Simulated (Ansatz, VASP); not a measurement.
## One calculation of Pd, two programs

```
Pd
1.0
     0.00000    1.94650    1.94650
     1.94650    0.00000    1.94650
     1.94650    1.94650    0.00000
Pd
1
Direct
  0.00000 0.00000 0.00000
```

Alike in both runs: task relaxation of cell and atoms; functional PBEsol; k mesh 12 × 12 × 12; occupations fermi-dirac, width 0.05 eV; no spin polarisation.

```csv
,VASP,Ansatz
version,VASP 6.6.1,Ansatz 0.2.0
potentials or method,"VASP PAW PBE potentials, release 64 (Pd), cutoff 600 eV","all-electron LAPW, scalar-relativistic"
```

Ansatz gave:

```
relaxed volume (Å³/atom)                                     : 14.53
relaxed cell length with the largest relative difference (Å) : 2.739
energy change over the relaxation (meV/atom)                 : -2
```

**Question.** What did VASP give for the same quantities?

**Answer.** Relaxed volume (Å³/atom): 14.51; relaxed cell length with the largest relative difference (Å): 2.738; energy change over the relaxation (meV/atom): -3.

Ansatz ran all-electron here, so the differences hold the error of VASP's frozen core and of both bases.

Caveats: the PAW data sets were made with another functional, which shifts forces and pressure a little (VASP).
